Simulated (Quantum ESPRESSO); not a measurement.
Crystal: Ru.

```
CELL_PARAMETERS angstrom
2.70580 0.00000 0.00000
-1.35290 2.34329 0.00000
0.00000 0.00000 4.28190
ATOMIC_POSITIONS crystal
Ru 0.66667 0.33333 0.75000
Ru 0.33333 0.66667 0.25000
```

- Program: Quantum ESPRESSO 7.5
- Task: single point
- Functional: PBEsol
- Potentials or basis: GBRV 1.5 PBEsol
- Cutoff: 612 eV
- Density cutoff: 4898 eV
- k mesh: 11 × 11 × 6
- Occupations: fermi-dirac, width 0.05 eV
- Spin: no spin polarisation

On this cell: pressure -6.7 GPa; largest force under 0.003 eV/Å; band gap on the k mesh none (metal or under the smearing width).

The same run follows on a disturbed copy (atoms moved at random, drawn with an rms of 0.05 Å):

```xyz
2
Lattice="2.7058 0.0000 0.0000 -1.3529 2.3433 0.0000 0.0000 0.0000 4.2819" Properties=species:S:1:pos:R:3 pbc="T T T"
Ru    1.3541    0.8057    3.1908
Ru   -0.0504    1.5944    1.0434
```

**Question.** What does the disturbed cell give?

**Answer.** The energy (extrapolated to zero smearing) moves by +4.6 meV/atom; pressure -6.6 GPa; largest force 0.346 eV/Å; band gap on the k mesh none (metal or under the smearing width).

Forces on the atoms (eV/Å):
```
Ru  -0.334  0.050 -0.077
Ru   0.334 -0.050  0.077
```

Stress tensor (GPa, compression positive):
```
-6.69  0.95  0.05
 0.95 -6.34 -0.01
 0.05 -0.01 -6.72
```
